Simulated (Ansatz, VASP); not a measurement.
One calculation of Os, 3 ways

The starting cell:

```
Os
1.0
     2.73410    0.00000    0.00000
    -1.36705    2.36780    0.00000
     0.00000    0.00000    4.31970
Os
2
Direct
  0.66667 0.33333 0.75000
  0.33333 0.66667 0.25000
```

Alike in all runs: task relaxation of cell and atoms; functional RPBE; dispersion D3(BJ); k mesh 11 × 11 × 6; occupations fermi-dirac, width 0.05 eV; no spin polarisation; no spin-orbit coupling.

| program and potentials | plane-wave cutoff (eV) | notes | equilibrium volume (Å³/atom) |
| --- | --- | --- | --- |
| Ansatz, Ansatz PAW | 420 | potentials made for PBE, which Ansatz adapts in part; 16 valence electrons an atom on average | 12.98 |
| VASP, PBE PAW files Os, 600 eV | 600 | potentials made for PBE; 8 valence electrons an atom on average | 13.00 |
| Ansatz, all-electron LAPW, scalar-relativistic | - | - | 12.98 |

The equilibrium volume spans 12.98 (Ansatz, all-electron LAPW, scalar-relativistic) to 13.00 Å³/atom (VASP, PBE PAW files Os, 600 eV), with all-electron results at 12.98. Some sets were made for another functional than the one run, which can shift their rows. Relaxations stop with a little pressure left, so the last digit of a volume isn't settled.

The functional is the same throughout but for its coding, so the spread measures potentials, basis and numerics; runs on potential files found faulty are left out.
